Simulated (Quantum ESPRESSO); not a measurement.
# NaCl (Fm-3m) in Quantum ESPRESSO: further runs, part 2 of 4

Quantum ESPRESSO 7.5. The steps go on from the part before.

## Step 3: Phonons, PBEsol

Input file pw.in:

```
&CONTROL
  calculation = 'scf'
  prefix = 'pwscf'
  outdir = './tmp'
  pseudo_dir = './pseudo'
  tprnfor = .true.
  tstress = .true.
  disk_io = 'low'
/
&SYSTEM
  ibrav = 0
  nat = 2
  ntyp = 2
  ecutwfc = 88
  nbnd = 14
  occupations = 'smearing'
  smearing = 'fd'
  degauss = 0.00367493
/
&ELECTRONS
  conv_thr = 4d-10
  electron_maxstep = 120
  mixing_beta = 0.5
/
ATOMIC_SPECIES
Cl    35.4500 Cl.upf
Na    22.9898 Na.upf
CELL_PARAMETERS angstrom
   0.0000000000    2.7940632177    2.7940632177
   2.7940632177    0.0000000000    2.7940632177
   2.7940632177    2.7940632177    0.0000000000
ATOMIC_POSITIONS crystal
Cl     0.5000000000    0.5000000000    0.5000000000
Na     0.0000000000    0.0000000000    0.0000000000
K_POINTS automatic
4 4 4 1 1 1
```

Input file relax.in:

```
&CONTROL
  calculation = 'vc-relax'
  prefix = 'pwscf'
  outdir = './tmp'
  pseudo_dir = './pseudo'
  tprnfor = .true.
  tstress = .true.
  disk_io = 'low'
  nstep = 40
  forc_conv_thr = 0.0001
  etot_conv_thr = 1d-06
/
&SYSTEM
  ibrav = 0
  nat = 2
  ntyp = 2
  ecutwfc = 88
  nbnd = 14
  occupations = 'smearing'
  smearing = 'fd'
  degauss = 0.00367493
/
&ELECTRONS
  conv_thr = 4d-10
  electron_maxstep = 120
  mixing_beta = 0.5
/
&IONS
  ion_dynamics = 'bfgs'
/
&CELL
  cell_dynamics = 'bfgs'
  press = 0
  press_conv_thr = 0.2
/
ATOMIC_SPECIES
Cl    35.4500 Cl.upf
Na    22.9898 Na.upf
CELL_PARAMETERS angstrom
   0.0000000000    2.7940632177    2.7940632177
   2.7940632177    0.0000000000    2.7940632177
   2.7940632177    2.7940632177    0.0000000000
ATOMIC_POSITIONS crystal
Cl     0.5000000000    0.5000000000    0.5000000000
Na     0.0000000000    0.0000000000    0.0000000000
K_POINTS automatic
4 4 4 1 1 1
```

Input file scf2.in:

```
&CONTROL
  calculation = 'scf'
  prefix = 'pwscf'
  outdir = './tmp'
  pseudo_dir = './pseudo'
  tprnfor = .true.
  tstress = .true.
  disk_io = 'low'
/
&SYSTEM
  ibrav = 0
  nat = 2
  ntyp = 2
  ecutwfc = 88
  nbnd = 14
  occupations = 'fixed'
/
&ELECTRONS
  conv_thr = 1d-13
  electron_maxstep = 120
  mixing_beta = 0.5
  startingpot = 'file'
  startingwfc = 'file'
/
ATOMIC_SPECIES
Cl    35.4500 Cl.upf
Na    22.9898 Na.upf
CELL_PARAMETERS angstrom
   0.0000000000    2.8018723761    2.8018723761
   2.8018723761    0.0000000000    2.8018723761
   2.8018723761    2.8018723761    0.0000000000
ATOMIC_POSITIONS crystal
Cl     0.5000000000    0.5000000000    0.5000000000
Na     0.0000000000    0.0000000000    0.0000000000
K_POINTS automatic
4 4 4 1 1 1
```

Input file ph.in:

```
phonons of NaCl
&INPUTPH
  prefix = 'pwscf'
  outdir = './tmp'
  tr2_ph = 1d-18
  fildyn = 'dyn'
  niter_ph = 90
  alpha_mix(1) = 0.7
  epsil = .true.
/
0.0000000000 0.0000000000 0.0000000000
```

Input file dynmat.in:

```
&INPUT
  fildyn = 'dyn'
  asr = 'crystal'
  lperm = .true.
  filout = 'dynmat.disp'
  fileig = 'dynmat.eig'
/
```

Input file dynmat_lo.in:

```
&INPUT
  fildyn = 'dyn'
  asr = 'crystal'
  filout = 'dynmat_lo.disp'
  fileig = 'dynmat_lo.eig'
  q(1) = 0
  q(2) = 0
  q(3) = 1
/
```

Potentials or basis: PseudoDojo 0.4.1 SR PBEsol standard.

Command:

```sh
$ OMP_NUM_THREADS=1 pw.x -in pw.in > pw.out
$ OMP_NUM_THREADS=1 pw.x -in relax.in > relax.out
$ OMP_NUM_THREADS=1 pw.x -in scf2.in > scf2.out
$ OMP_NUM_THREADS=1 ph.x -in ph.in > ph.out
$ OMP_NUM_THREADS=1 dynmat.x -in dynmat.in > dynmat.out
$ OMP_NUM_THREADS=1 dynmat.x -in dynmat_lo.in > dynmat_lo.out
```

pw.out:

```text
This program is part of the open-source Quantum ESPRESSO suite
     for quantum simulation of materials; please cite
[... 9 lines left out ...]
     --------------------
     sticks:   dense  smooth     PW     G-vecs:    dense   smooth      PW
     Sum        1357    1357    385                32743    32743    5065

     Using Slab Decomposition

     bravais-lattice index     =            0
     lattice parameter (alat)  =       7.4671  a.u.
     unit-cell volume          =     294.3983 (a.u.)^3
     number of atoms/cell      =            2
     number of atomic types    =            2
     number of electrons       =        16.00
     number of Kohn-Sham states=           14
     kinetic-energy cutoff     =      88.0000  Ry
     charge density cutoff     =     352.0000  Ry
     scf convergence threshold =      4.0E-10
     mixing beta               =       0.5000
     number of iterations used =            8  plain     mixing
     Exchange-correlation= PBESOL
                           (   1   4  10   8   0   0   0)

     celldm(1)=   7.467068  celldm(2)=   0.000000  celldm(3)=   0.000000
     celldm(4)=   0.000000  celldm(5)=   0.000000  celldm(6)=   0.000000

[... 8 lines left out ...]
               b(3) = (  0.707107  0.707107 -0.707107 )

     PseudoPot. # 1 for Cl read from file:
     Cl.upf
     Pseudo is Norm-conserving + core correction, Zval =  7.0
     Generated using ONCVPSP code by D. R. Hamann
     Using radial grid of 1028 points,  6 beta functions with:
                l(1) =   0
                l(2) =   0
                l(3) =   1
                l(4) =   1
                l(5) =   2
                l(6) =   2

     PseudoPot. # 2 for Na read from file:
     Na.upf
     Pseudo is Norm-conserving, Zval =  9.0
     Generated using ONCVPSP code by D. R. Hamann
     Using radial grid of 2016 points,  4 beta functions with:
                l(1) =   0
                l(2) =   0
                l(3) =   1
                l(4) =   1

     atomic species   valence    mass     pseudopotential
     Cl                7.00    35.45000     Cl( 1.00)
     Na                9.00    22.98980     Na( 1.00)

     48 Sym. Ops., with inversion, found

   Cartesian axes

     site n.     atom                  positions (alat units)
         1        Cl     tau(   1) = (   0.7071068   0.7071068   0.7071068  )
         2        Na     tau(   2) = (   0.0000000   0.0000000   0.0000000  )

     number of k points=    10  Fermi-Dirac smearing, width (Ry)=  0.0037
                       cart. coord. in units 2pi/alat
        k(    1) = (   0.0883883   0.0883883   0.0883883), wk =   0.0625000
        k(    2) = (   0.2651650   0.2651650  -0.0883883), wk =   0.1875000
        k(    3) = (  -0.2651650  -0.2651650   0.4419417), wk =   0.1875000
        k(    4) = (  -0.0883883  -0.0883883   0.2651650), wk =   0.1875000
        k(    5) = (   0.4419417   0.0883883   0.0883883), wk =   0.1875000
        k(    6) = (  -0.0883883  -0.4419417   0.6187184), wk =   0.3750000
        k(    7) = (   0.0883883  -0.2651650   0.4419417), wk =   0.3750000
        k(    8) = (  -0.6187184   0.0883883   0.0883883), wk =   0.1875000
        k(    9) = (   0.2651650   0.2651650   0.2651650), wk =   0.0625000
        k(   10) = (  -0.2651650  -0.2651650   0.7954951), wk =   0.1875000

     Dense  grid:    32743 G-vectors     FFT dimensions: (  45,  45,  45)

     Initial potential from superposition of free atoms

     starting charge      15.9936, renormalised to      16.0000
     Starting wfcs are    9 randomized atomic wfcs +    5 random wfcs

     Self-consistent Calculation

     iteration #  1     ecut=    88.00 Ry     beta= 0.50
     Davidson diagonalization with overlap
     ethr =  1.00E-02,  avg # of iterations =  7.1

     Threshold (ethr) on eigenvalues was too large:
     Diagonalizing with lowered threshold

     Davidson diagonalization with overlap
     ethr =  2.56E-04,  avg # of iterations =  3.9

     total energy              =    -124.23903088 Ry
     estimated scf accuracy    <       0.03987810 Ry
[... 36 lines left out ...]
     iteration #  7     ecut=    88.00 Ry     beta= 0.50
     Davidson diagonalization with overlap
     ethr =  2.12E-10,  avg # of iterations =  2.0

     End of self-consistent calculation

          k = 0.0884 0.0884 0.0884 (  4095 PWs)   bands (ev):

   -47.3487 -19.4448 -19.4401 -19.4401 -11.4374   0.8186   1.1714   1.1714
     6.7696  11.6135  12.3509  12.3509  14.0720  14.0720

          k = 0.2652 0.2652-0.0884 (  4101 PWs)   bands (ev):

   -47.3481 -19.4612 -19.4447 -19.4408 -11.2341  -0.1958   0.7924   1.0392
     8.3847  10.8769  11.9848  12.6464  13.8730  15.6982

          k =-0.2652-0.2652 0.4419 (  4101 PWs)   bands (ev):
[... 16 lines left out ...]
   -47.3476 -19.4610 -19.4537 -19.4480 -11.0609  -0.3107   0.1388   0.5904
     9.7258  10.2949  11.2113  13.2435  15.5413  17.0365

          k = 0.0884-0.2652 0.4419 (  4106 PWs)   bands (ev):

   -47.3478 -19.4648 -19.4486 -19.4438 -11.1254  -0.4240   0.4782   0.8305
     9.3073  10.7095  11.0560  13.0298  14.8256  17.2781

          k =-0.6187 0.0884 0.0884 (  4117 PWs)   bands (ev):

   -47.3476 -19.4621 -19.4508 -19.4481 -11.0748  -0.4725   0.4375   0.6270
     8.9843   9.4259  12.0502  14.6913  15.4556  17.1369

          k = 0.2652 0.2652 0.2652 (  4122 PWs)   bands (ev):
[... 6 lines left out ...]
   -47.3477 -19.4651 -19.4521 -19.4442 -11.0793  -0.4364   0.1988   0.8103
     9.5477  10.7069  11.3008  13.0629  15.4243  15.6627

     the Fermi energy is     5.4731 ev

!    total energy              =    -124.24675733 Ry
     estimated scf accuracy    <          2.5E-10 Ry
     smearing contrib. (-TS)   =      -0.00000000 Ry
     internal energy E=F+TS    =    -124.24675733 Ry

     The total energy is F=E-TS. E is the sum of the following terms:
     one-electron contribution =     -73.22799805 Ry
     hartree contribution      =      40.91359442 Ry
     xc contribution           =     -22.48761572 Ry
     ewald contribution        =     -69.44473798 Ry

     convergence has been achieved in   7 iterations

     Forces acting on atoms (cartesian axes, Ry/au):

     atom    1 type  1   force =     0.00000000   -0.00000000    0.00000000
     atom    2 type  2   force =     0.00000000    0.00000000    0.00000000

     Total force =     0.000000     Total SCF correction =     0.000000

     Computing stress (Cartesian axis) and pressure

          total   stress  (Ry/bohr**3)                   (kbar)     P=        2.21
   0.00001500  -0.00000000  -0.00000000            2.21       -0.00       -0.00
  -0.00000000   0.00001500  -0.00000000           -0.00        2.21       -0.00
  -0.00000000  -0.00000000   0.00001500           -0.00       -0.00        2.21

=------------------------------------------------------------------------------=
   JOB DONE.
=------------------------------------------------------------------------------=
```

relax.out:

```text
This program is part of the open-source Quantum ESPRESSO suite
     for quantum simulation of materials; please cite
[... 9 lines left out ...]
     --------------------
     sticks:   dense  smooth     PW     G-vecs:    dense   smooth      PW
     Sum        1357    1357    385                32743    32743    5065
[... 1211 lines left out ...]
   0.00000001  -0.00000000  -0.00000000            0.00       -0.00       -0.00
  -0.00000000   0.00000001  -0.00000000           -0.00        0.00       -0.00
  -0.00000000  -0.00000000   0.00000001           -0.00       -0.00        0.00

=------------------------------------------------------------------------------=
   JOB DONE.
=------------------------------------------------------------------------------=
```

It took 3.1 min on 1 thread of Arm Neoverse V2, shared host; peak memory 0.09 GiB.

What came out:

| Item | Value |
| --- | --- |
| Free energy | -1690.4635 eV |
| Relaxed volume | 22.00 Å³/atom |
| Relaxed cell | a = 3.962 Å, b = 3.962 Å, c = 3.962 Å, α = 60.00°, β = 60.00°, γ = 60.00° |
| Space group after relaxing (to 0.05 Å) | Fm-3m (No. 225) |
| Pressure after relaxing | 0.0 GPa |
| Electronic dielectric tensor (diagonal) | 2.57 |
| Born charges (mean of the diagonal) | Cl -1.09; Na +1.09 e |
| Highest phonon frequency at Γ, LO-TO splitting left out | 173 cm⁻¹ |
| Static dielectric tensor (diagonal) | 5.86 |

The path:
```csv
step,energy change (eV),largest force (eV/Å),pressure (GPa),volume (Å³)
1,0.0000,0.0000,0.22,43.63
2,-0.0001,0.0000,0.19,43.67
3,-0.0001,0.0000,0.16,43.73
4,-0.0002,0.0000,0.11,43.81
5,-0.0002,0.0000,0.04,43.93
6,-0.0003,0.0000,0.00,43.99
```

Final structure:
```
Cl Na
1.0
     0.00000    2.80187    2.80187
     2.80187    0.00000    2.80187
     2.80187    2.80187    0.00000
Cl Na
1 1
Direct
  0.50000 0.50000 0.50000
  0.00000 0.00000 0.00000
```

Phonon frequencies in cm⁻¹ (negative: imaginary):
```tsv
q point	frequencies
(0.000, 0.000, 0.000)	36 36 36 173 173 173
```

Electronic dielectric tensor:
```
2.57 0.00 0.00
0.00 2.57 0.00
0.00 0.00 2.57
```

Born effective charge tensors (e):
atom 1, Cl
```
-1.09  0.00  0.00
 0.00 -1.09  0.00
 0.00  0.00 -1.09
```
atom 2, Na
```
1.09 0.00 0.00
0.00 1.09 0.00
0.00 0.00 1.09
```

Optical modes at Γ, degenerate ones joined, polar ones without the macroscopic field:
```
cm⁻¹  components  symmetry  active in  IR intensity, summed ((D/Å)²/amu)
 171           3       T1u         IR                               5.93
```

Zone-centre frequencies without and with the macroscopic field along z (cm⁻¹):
```csv
,optical modes in rising order
without,171 171 171
with the field,171 171 258
```

Static dielectric tensor, electrons and zone-centre modes:
```
5.86 0.00 0.00
0.00 5.86 0.00
0.00 0.00 5.86
```

Caveat: before the sum rule the acoustic modes lie tens of cm⁻¹ from zero, a sign that the density grid also shifts the optical modes.

(Continued in part 3 of 4.)
